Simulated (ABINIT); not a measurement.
Crystal: MgS.

```
CELL_PARAMETERS angstrom
4.03462 0.00000 0.00000
-2.01731 3.49409 0.00000
0.00000 0.00000 6.43229
ATOMIC_POSITIONS crystal
S 0.66667 0.33333 0.87924
S 0.33333 0.66667 0.37924
Mg 0.33333 0.66667 0.99575
Mg 0.66667 0.33333 0.49575
```

The cell comes from a database or a generator and needn't be the stable form of this composition.

Base run:

| Item | Value |
| --- | --- |
| Program | ABINIT 10.8.3 (patched build) |
| Functional | r2SCAN |
| Potentials or basis | JTH PAW PBE v2.0 |
| Cutoff | 653 eV |
| k mesh | 8 × 8 × 4 |
| Occupations | fermi-dirac, width 0.05 eV |
| Spin | no spin polarisation |

Its results: band gap on the k mesh 4.11 eV, direct; pressure 0.2 GPa; largest force 0.052 eV/Å.

The run is repeated on the same cell with these changes: functional from r2SCAN to PBEsol; cutoff from 653 eV to 544 eV; fine-grid cutoff from 1251.72 eV to 1088.46 eV. What comes out?

Band gap on the k mesh 3.27 eV, direct; pressure -0.4 GPa; largest force 0.048 eV/Å.

Caveats: the PAW data sets were made with another functional, which shifts forces and pressure a little.
